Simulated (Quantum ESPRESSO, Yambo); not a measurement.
# BeTe (F-43m): Bethe-Salpeter spectra with Yambo, part 2 of 3

Wanted: excitons and ε₂ of BeTe (F-43m), with cost.

Quantum ESPRESSO 7.5 and Yambo 5.3.0; PBE and many-body steps on it, plane waves. Known limits of the many-body steps: not at the basis limit; no spin-orbit coupling in some runs; coarse k mesh; bindings not settled in the k mesh.

So far. Step 4 (Screening and self-energy, 4×4×4 mesh, 117 bands …): The gap on the mesh goes from 2.03 eV to 2.81 eV, a correction of +0.78 eV. Step 5 (Empty states on the mesh, 4×4×4 mesh, 48 bands): On this mesh the gap is 1.734 eV.

## 7. Excitons

Optical absorption needs the electron-hole interaction, solved here in a basis of vertical transitions on the mesh.

This step: Bethe-Salpeter equation on PBE with a scissors shift with spin-orbit coupling, plane waves, norm-conserving pseudopotentials.

The input, bse3.in:

```
optics
bss
bse
em1s
dipoles
rim_cut
RandQpts= 1000000
RandGvec= 1 RL
Chimod= "HARTREE"
BSKmod= "SEX"
BSEmod= "resonant"
BSSmod= "d"
BSENGexx= 20 Ry
BSENGBlk= 4 Ry
% BSEQptR
 1 | 1 |
%
% BSEBands
 23 | 34 |
%
% BEnRange
 0 | 7 | eV
%
% BDmRange
 0.1 | 0.1 | eV
%
BEnSteps= 141
% BLongDir
 1 | 0 | 0 |
%
% BndsRnXs
 21 | 48 |
%
NGsBlkXs= 4 Ry
% LongDrXs
 1 | 1 | 1 |
%
% KfnQP_E
 1.038 | 1.0 | 1.0 |
%
WRbsWF
FFTGvecs= 40 Ry
```

Started as:

```sh
$ OMP_NUM_THREADS=2 mpirun -n 2 yambo -F bse3.in -J bse3 -C bse3 > bse3.log
```

Log:

```text
 Yambo, version 5.3.0

 [02] CORE Variables Setup
 =========================

  [... cell, symmetries and grids as in the set-up ...]

  [02.05] Energies & Occupations
  ==============================

  [X] === General ===
  [X] Electronic Temperature                        :  0.000000  0.000000 [eV K]
  [X] Bosonic    Temperature                        :  0.000000  0.000000 [eV K]
  [X] Finite Temperature mode                       : no
  [X] El. density                                   :  0.61673E+24 [cm-3]
  [X] Fermi Level                                   :  8.737735 [eV]

  [X] === Gaps and Widths ===
  [X] Conduction Band Min                           :  1.734287 [eV]
  [X] Valence Band Max                              :  0.000000 [eV]
  [X] Filled Bands                                  :  28
  [X] Empty Bands                                   :   29   48
  [X] Direct Gap                                    :  3.319578 [eV]
  [X] Direct Gap localized at k                     :  1
  [X] Indirect Gap                                  :  1.734287 [eV]
  [X] Indirect Gap between kpts                     :   1   7
  [X] Last valence band width                       :  3.339990 [eV]
  [X] 1st conduction band width                     :  3.211035 [eV]

 [03] Transferred momenta grid and indexing
 ==========================================

 [BZ sampling] Q-grid is User defined and/or read from the database

 IBZ Q-points                                      :   8
 BZ  Q-points                                      :   64

 K/Q-points units:
 rlu = crystal or reduced units; cc = cartesian coordinates; iku = interal k-units

 Q [1]          [rlu]:  0.000000  0.000000  0.000000
 Q [2]          [rlu]:  0.54651E-16  0.26895E-16  0.25000
 Q [3]          [rlu]: -0.10930E-15 -0.53790E-16 -0.50000
 Q [4]          [rlu]:  0.45585E-17  0.25000      0.25000
 Q [5]          [rlu]:  0.71568E-16  0.25000      0.50000
 Q [6]          [rlu]:  0.40755E-16  0.25000     -0.25000
 Q [7]          [rlu]: -0.91171E-17 -0.50000     -0.50000
 Q [8]          [rlu]:  0.250000 -0.500000 -0.250000

  [03.01] X + BSE indexes
  =======================

   [03.01.01] Sigma indexes
   ========================

 [04] Coloumb potential Random Integration (RIM)
 ===============================================

  [04.01] RIM initialization
  ==========================

  * Diagonal components only detected *

  8 x (sBL volume)        :  0.101203 [a.u.]
  sBZ random points       :  1000000
  Points outside the sBZ  :   7968281
  RL volume               :  0.809622 [a.u.]
  Integrated volume       :  0.812845 [a.u.]

  [04.02] RIM integrals
  =====================

  Gamma point sphere radius             :  0.084531 [a.u.]
  Points outside the sphere             :   800476
  [Int_sBZ(q=0) 1/q^2]*(Vol_sBZ)^(-1/3) =:  7.776341
                                 should be <:  7.795600

  Summary of Coulomb integrals for non-metallic bands |Q|[au] RIM/Bare

  Q [1] 0.100000E-4 0.997530 * Q [2] 0.254239 1.068480
  Q [4] 0.293569 1.066792 * Q [6] 0.415170 1.029814
  Q [5] 0.486830 1.022655 * Q [3] 0.508477 1.020683
  Q [7] 0.587139 1.017590 * Q [8] 0.656441 1.014612

 [05] External/Internal QP corrections
 =====================================

 [QP_apply] Action to be applied: USER defined scissor

  [05.01]  QP corrections report
  ==============================

  [K+QP] === General ===
  [K+QP] Electronic Temperature                     :  0.000000  0.000000 [eV K]
  [K+QP] Bosonic    Temperature                     :  0.000000  0.000000 [eV K]
  [K+QP] Finite Temperature mode                    : no
  [K+QP] El. density                                :  0.61673E+24 [cm-3]
  [K+QP] Fermi Level                                :  0.000000 [eV]

  [K+QP] === Gaps and Widths ===
  [K+QP] Conduction Band Min                        :  2.772287 [eV]
  [K+QP] Valence Band Max                           :  0.000000 [eV]
  [K+QP] Filled Bands                               :  28
  [K+QP] Empty Bands                                :   29   48
  [K+QP] Direct Gap                                 :  4.357578 [eV]
  [K+QP] Direct Gap localized at k                  :  1
  [K+QP] Indirect Gap                               :  2.772287 [eV]
  [K+QP] Indirect Gap between kpts                  :   1   7
  [K+QP] Last valence band width                    :  3.339990 [eV]
  [K+QP] 1st conduction band width                  :  3.211035 [eV]

  [coarse-grid] Minimum Bare Gap        [ev]:  1.734287
  [coarse-grid] Minimum Gap Correction  [ev]:  1.038000

  Eqp @ K [1]
  -159.0260 -159.0260 -115.8425 -115.8425 -106.1346 -106.1346 -106.1346 -106.1346
  -100.6697 -100.6697  -37.3112  -37.3112  -37.3112  -37.3112  -35.8537  -35.8537
  -35.84585 -35.84585 -35.84585 -35.84585 -12.46975 -12.46975  -0.93533  -0.93533
  -0.514587E-7 -0.407174E-7 -0.320613E-7   0.00000      4.35758      4.35758      4.41947      4.41947
    4.41947   4.41947   4.47062   4.47062   9.12893   9.12893  11.15673  11.15673
   11.15673  11.15673  12.11730  12.11730  12.13726  12.13726  12.13726  12.13726
  Eqp @ K [2]
[...]
Eqp @ K [3]
[...]
Eqp @ K [4]
[...]
Eqp @ K [5]
[...]
[... 2 further k-points ...]
  Eqp @ K [8]
[...]
-4.178755 -3.718122 -3.398213 -3.339990  5.983322  6.028905  6.304963  6.311279
    6.34804   6.36306   6.81055   7.03406  11.64478  11.69794  12.17794  12.64252
   13.75263  13.75307  14.53934  14.86018  17.85909  17.86901  17.91341  17.98299

 [06] Dipoles
 ============

  [06.01] Setup: observables and procedures
  =========================================

  [WARNING] [r,Vnl^pseudo] included in position and velocity dipoles.

  [WARNING] In case H contains other non local terms, these are neglected

 [07] Static Dielectric Matrix
 =============================

 [WR./bse3//ndb.em1s]------------------------------------------------------------
  Brillouin Zone Q/K grids (IBZ/BZ)                :    8   64    8   64
  RL vectors                                       :  1411 [WF]
  Coulomb cutoff potential                         : none
  Electronic Temperature                           :  0.000000 [K]
  Bosonic    Temperature                           :  0.000000 [K]
  Static diel. fun.  energies                      : Perdew, Burke & Ernzerhof(X)+Perdew, Burke & Ernzerhof(C)
  wavefunctions                                    : Perdew, Burke & Ernzerhof(X)+Perdew, Burke & Ernzerhof(C)
  Global Gauge                                     : length
  X matrix size                                    :   59
  X band range                                     :   21   48
  X e/h energy range                               : -1.000000 -1.000000 [eV]
  X Time ordering                                  : T
  X Hxc Kernel                                     : HARTREE
  X Drude frequency                                :  0.000000  0.000000
  X poles                                          :  100.0000 [o/o]
  RL vectors in the sum                            :  1411
  [r,Vnl] included                                 : yes
  Field direction                                  :  0.577350E-5  0.577350E-5  0.577350E-5
  BZ energy Double Grid                            : no
  BZ energy DbGd points                            : 0
  BZ Q point size factor                           : -1.000000
  X Optical Averaged directions                    : none

 [08] Bethe Salpeter Equation driver
 ===================================

  [08.01] Bethe Salpeter Equation @q1
  ===================================

   [08.01.01] Transition pre-analysis @q1
   ======================================

   [08.01.02] Transition Groups build-up @q1
   =========================================

   [BSK] Transition groups (total):  16
   [BSK] Size (resonant):  2304
   [BSK]         (total):  2304
   [BSK] N. of matrices :  1

   [08.01.03] Loading Dipoles @q1
   ==============================

   [08.01.04] Independent Particles properties @q1
   ===============================================

   ==========================================================

   [BSE] Exchange components :   531
   [BSE] Correlation components :   59  259

    [08.01.05.01] Screened interaction header I/O
    =============================================

    [08.01.05.02] Main kernel loop
    ==============================

    [08.01.05.03] Wave-Function Phases
    ==================================

    [BSE] WF phases found       :  38.32465 [o/o]

   [08.01.06] BSE solver(s) @q1
   ============================

   [08.01.07] Diago Solver @q1
   ===========================

 [11] Game Over & Game summary
```

Elapsed: 48 s, on 2 MPI ranks of Arm Neoverse V1, shared host; peak memory 0.77 GiB; 2 min of CPU time.

Numbers from this step:

```yaml
transitions_in_the_window: 2304
direct_gap_of_the_transition_levels: 4.358 eV
lowest_state: 4.025 eV
first_strong_exciton_over_a_fiftieth_of_the_strongest_listed: 4.043 eV
binding_of_the_lowest_state_below_the_direct_gap: 0.3325 eV
coulomb_term_of_one_mesh_cell: 0.3173 eV
```

The binding is 1.0 times the screened Coulomb term of one mesh cell (0.32 eV), so it is not shown settled.

The lowest state lies at 4.025 eV, 0.333 eV under the direct gap.

Lines within 3 meV are set at the lowest of them, and the highest group, which the list may cut short, is left out. Lines of the exciton spectrum (strongest = 100):

| position (eV) | lines merged | strength, relative |
| --- | --- | --- |
| 4.025 | 2 | 0.0 |
| 4.033 | 3 | 0.1 |
| 4.042 | 3 | 10 |
| 4.080 | 3 | 0.4 |
| 4.085 | 4 | 10 |
| 4.103 | 8 | 100 |

The ε₂ has structure finer than the step of the table below, so its rows give means over 0.2 eV, whole bins alone (the curve runs from 0 to 7 eV). Peaks (eV: height): BSE 4.35: 36.2, 4.70: 41.7, 5.55: 42.8, 6.25: 10.9; no electron-hole interaction 5.45: 23.3, 5.95: 75.6.

Field along x; broadening 0.1 eV; transition window only. Limits: finite bands, cutoff and mesh; coarse k mesh; exciton not shown settled in the k mesh. ε₂ against photon energy; means over each step:

| photon energy (eV) | BSE | no electron-hole interaction |
| --- | --- | --- |
| 0.2 | 0.0885 | 0.0660 |
| 0.4 | 0.0966 | 0.0712 |
| 0.6 | 0.106 | 0.0770 |
| 0.8 | 0.117 | 0.0837 |
| 1.0 | 0.130 | 0.0912 |
| 1.2 | 0.145 | 0.0999 |
| 1.4 | 0.162 | 0.110 |
| 1.6 | 0.184 | 0.122 |
| 1.8 | 0.210 | 0.135 |
| 2.0 | 0.242 | 0.152 |
| 2.2 | 0.283 | 0.171 |
| 2.4 | 0.337 | 0.196 |
| 2.6 | 0.407 | 0.225 |
| 2.8 | 0.505 | 0.264 |
| 3.0 | 0.647 | 0.313 |
| 3.2 | 0.866 | 0.380 |
| 3.4 | 1.24 | 0.476 |
| 3.6 | 2.01 | 0.622 |
| 3.8 | 4.21 | 0.874 |
| 4.0 | 15.2 | 1.42 |
| 4.2 | 24.3 | 3.50 |
| 4.4 | 29.2 | 8.42 |
| 4.6 | 28.2 | 10.5 |
| 4.8 | 38.6 | 17.5 |
| 5.0 | 21.6 | 16.7 |
| 5.2 | 20.7 | 20.5 |
| 5.4 | 24.7 | 21.5 |
| 5.6 | 33.2 | 16.1 |
| 5.8 | 9.96 | 31.3 |
| 6.0 | 5.60 | 60.5 |
| 6.2 | 9.47 | 18.7 |
| 6.4 | 5.44 | 14.5 |
| 6.6 | 4.88 | 13.4 |
| 6.8 | 5.07 | 7.59 |

## 8. Empty states on the mesh, 6×6×6 mesh, 48 bands

This step: Quantum ESPRESSO 7.5; DFT, PBE with spin-orbit coupling, plane waves, norm-conserving pseudopotentials.

The input, pw.in:

```
&control
  calculation = 'nscf'
  prefix = 'x'
  outdir = 'o'
  pseudo_dir = 'pseudo'
/
&system
  ibrav = 0
  nat = 2
  ntyp = 2
  ecutwfc = 88.0
  nbnd = 48
  force_symmorphic = .true.
  noncolin = .true.
  lspinorb = .true.
/
&electrons
  conv_thr = 1e-9
  electron_maxstep = 80
  diago_full_acc = .true.
  diago_thr_init = 5e-6
/
ATOMIC_SPECIES
  Be 9.012 Be.upf
  Te 127.6 Te.upf
CELL_PARAMETERS angstrom
  -0.0000000000 2.8314587876 2.8314587876
  2.8314587876 0.0000000000 2.8314587876
  2.8314587876 2.8314587876 0.0000000000
ATOMIC_POSITIONS crystal
  Be 0.0000000000 0.0000000000 0.0000000000
  Te 0.7500000000 0.7500000000 0.7500000000
K_POINTS automatic
  6 6 6 0 0 0
```

Started as:

```sh
$ OMP_NUM_THREADS=1 mpirun -n 4 pw.x -nk 4 -in pw.in > pw.out
```

Log:

```text
[banner, memory and clock lines left out]
Program PWSCF v.7.5 starts

     Atomic positions and unit cell read from directory:
     o/x.save/

     Message from routine setup:
     using ibrav=0 with symmetry is DISCOURAGED, use correct ibrav instead

     G-vector sticks info

     bravais-lattice index     =            0
     lattice parameter (alat)  =       7.5670  a.u.
     unit-cell volume          =     306.3778 (a.u.)^3
     number of atoms/cell      =            2
     number of atomic types    =            2
     number of electrons       =        28.00
[...]
k = 0.1179 0.1179-0.1179 (  4285 PWs)   bands (ev):

  -150.2883-150.2883-107.1048-107.1048 -97.3968 -97.3968 -97.3968 -97.3968
[...]
k = 0.2357 0.2357-0.2357 (  4272 PWs)   bands (ev):

  -150.2883-150.2883-107.1048-107.1048 -97.3969 -97.3969 -97.3968 -97.3968
[...]
13.1264  13.1380  16.2386  16.2386  17.7883  17.7883  18.1444  18.1444
    18.1744  18.2180  21.0323  21.0323  24.6272  24.6272  24.6723  24.7208

          k =-0.3536-0.3536 0.3536 (  4314 PWs)   bands (ev):

     [... further k-points ...]

     highest occupied, lowest unoccupied level (ev):     8.7377   10.4720

     XML data file, pseudopotentials, collected wavefunctions
```

Elapsed: 10 s, on 4 MPI ranks; peak memory 0.38 GiB.

This step gave:

```
gap                                                           : 1.734 eV
k of the valence top                                          : 0, 0, 0
k of the conduction bottom                                    : 0, -0.5, -0.5
least direct gap                                              : 3.320 eV
k points computed                                             : 16
lowest point of the top converged band, above the valence top : 11.10 eV
```

On this mesh the gap is 1.734 eV.

## 9. Conversion and set-up

This step: Yambo 5.3.0; conversion and set-up on PBE with spin-orbit coupling, plane waves, norm-conserving pseudopotentials.

Started as:

```sh
$ (cd o/x.save; p2y > p2y.log; mv SAVE ../..); yambo > setup.log
```

Log:

```text
 Yambo, version 5.3.0

 [02] CORE Variables Setup
 =========================

  [02.01] Unit cells
  ==================

  Cell kind             :  FCC
  Atoms in the cell     :  Be  Te
  number of Be atoms    :  1
  number of Te atoms    :  1

  List of atomic masses
  Mass of Be    :  9.012000
  Mass of Te    :  127.6000

  List of atomic coordinates    : [cc]
  Be1       :  0.000000  0.000000  0.000000  order 1
  Te1       :  8.026022  8.026022  8.026022  order 2

  Alat factors          :  5.350682  5.350682  5.350682 [a.u.]
  Direct lattice volume :  306.3778 [a.u.]
[...]
Q [ 1]         [rlu]:  0.000000  0.000000  0.000000
 Q [ 2]         [rlu]: -0.51995E-17 -0.51995E-17  0.16667
 Q [ 3]         [rlu]: -0.10399E-16 -0.10399E-16  0.33333
[...]
Q [ 8]         [rlu]: -0.14756E-16  0.16667     -0.33333
 Q [ 9]         [rlu]:  0.10399E-16  0.16667     -0.16667
 Q [10]         [rlu]:  0.29714E-16  0.33333      0.33333
     [... 4 further rows ...]
 Q [15]         [rlu]:  0.166667  0.333333 -0.333333
 Q [16]         [rlu]:  0.166667 -0.500000 -0.333333

  [03.01] X indexes
  =================

   [03.01.01] Sigma indexes
   ========================

 [06] Game Over & Game summary
```

It took 3.4 s on 1 MPI rank; peak memory 0.25 GiB.

## 10. k mesh (6×6×6)

This step: Bethe-Salpeter equation on PBE with a scissors shift with spin-orbit coupling, plane waves, norm-conserving pseudopotentials.

bse5.in, as its differences from bse3.in of step 7:

```diff
@@ -18,3 +18,3 @@
 % BSEBands
- 23 | 34 |
+ 25 | 32 |
 %
```

Started as:

```sh
$ OMP_NUM_THREADS=2 mpirun -n 2 yambo -F bse5.in -J bse5 -C bse5 > bse5.log
```

Log:

```text
 Yambo, version 5.3.0

 [02] CORE Variables Setup
 =========================

  [... cell, symmetries and grids as in the set-up ...]

  [02.05] Energies & Occupations
  ==============================

  [X] === General ===
  [X] Electronic Temperature                        :  0.000000  0.000000 [eV K]
  [X] Bosonic    Temperature                        :  0.000000  0.000000 [eV K]
  [X] Finite Temperature mode                       : no
  [X] El. density                                   :  0.61673E+24 [cm-3]
  [X] Fermi Level                                   :  8.737735 [eV]

  [X] === Gaps and Widths ===
  [X] Conduction Band Min                           :  1.734287 [eV]
  [X] Valence Band Max                              :  0.000000 [eV]
  [X] Filled Bands                                  :  28
  [X] Empty Bands                                   :   29   48
  [X] Direct Gap                                    :  3.319578 [eV]
  [X] Direct Gap localized at k                     :  1
  [X] Indirect Gap                                  :  1.734287 [eV]
  [X] Indirect Gap between kpts                     :   1  13
  [X] Last valence band width                       :  3.200663 [eV]
  [X] 1st conduction band width                     :  2.453998 [eV]

 [03] Transferred momenta grid and indexing
 ==========================================

 [BZ sampling] Q-grid is User defined and/or read from the database

 IBZ Q-points                                      :  16
 BZ  Q-points                                      :  216

 K/Q-points units:
 rlu = crystal or reduced units; cc = cartesian coordinates; iku = interal k-units

 Q [ 1]         [rlu]:  0.000000  0.000000  0.000000
 Q [ 2]         [rlu]: -0.51995E-17 -0.51995E-17  0.16667
[...]
X matrix size                                    :   59
  X band range                                     :   21   48
  X e/h energy range                               : -1.000000 -1.000000 [eV]
  X Time ordering                                  : T
  X Hxc Kernel                                     : HARTREE
  X Drude frequency                                :  0.000000  0.000000
  X poles                                          :  100.0000 [o/o]
  RL vectors in the sum                            :  1411
  [r,Vnl] included                                 : yes
  Field direction                                  :  0.577350E-5  0.577350E-5  0.577350E-5
  BZ energy Double Grid                            : no
  BZ energy DbGd points                            : 0
  BZ Q point size factor                           : -1.000000
  X Optical Averaged directions                    : none

 [08] Bethe Salpeter Equation driver
 ===================================

  [08.01] Bethe Salpeter Equation @q1
  ===================================

   [08.01.01] Transition pre-analysis @q1
   ======================================

   [08.01.02] Transition Groups build-up @q1
   =========================================

   [BSK] Transition groups (total):   32
   [BSK] Size (resonant):   3456
   [BSK]         (total):   3456
   [BSK] N. of matrices :  1

   [08.01.03] Loading Dipoles @q1
   ==============================

   [08.01.04] Independent Particles properties @q1
   ===============================================

   ==========================================================

   [BSE] Exchange components :   531
   [BSE] Correlation components :   59  259

    [08.01.05.01] Screened interaction header I/O
    =============================================

    [08.01.05.02] Main kernel loop
    ==============================

    [08.01.05.03] Wave-Function Phases
    ==================================

    [BSE] WF phases found       :  54.62240 [o/o]

   [08.01.06] BSE solver(s) @q1
   ============================

   [08.01.07] Diago Solver @q1
   ===========================

 [11] Game Over & Game summary
```

It took 2.3 min on 2 MPI ranks; peak memory 1.5 GiB.

Numbers from this step:

```yaml
transitions_in_the_window: 3456
direct_gap_of_the_transition_levels: 4.358 eV
lowest_state: 4.108 eV
first_strong_exciton_over_a_fiftieth_of_the_strongest_listed: 4.116 eV
binding_of_the_lowest_state_below_the_direct_gap: 0.2492 eV
coulomb_term_of_one_mesh_cell: 0.2604 eV
```

The binding is 0.96 times the screened Coulomb term of one mesh cell (0.26 eV), so it is not shown settled.

The lowest state lies at 4.108 eV, 0.249 eV under the direct gap.

The window of bands is narrower than in the first exciton run, so this row is not like for like with it.

The program warns that the window of bands cuts a degenerate level, which breaks the symmetry of states and spectrum.

[end of part 2 of 3]

[Paths, hosts, dates, memory and timing lines, banners, echoed tables and standing remarks are left out of the program output.]

[Logs are printed without paths, hosts, clocks, repeated set-up lines and the standing remarks that a program may print on its own settings, such as how far it seeks lower states.]

[Runs of the session that timed out or met a known fault of the program may be left out.]

[Hosts, paths, dates, database ids (printed as entryN), source tags and the programs' standing remarks are cut or masked in the printed files.]
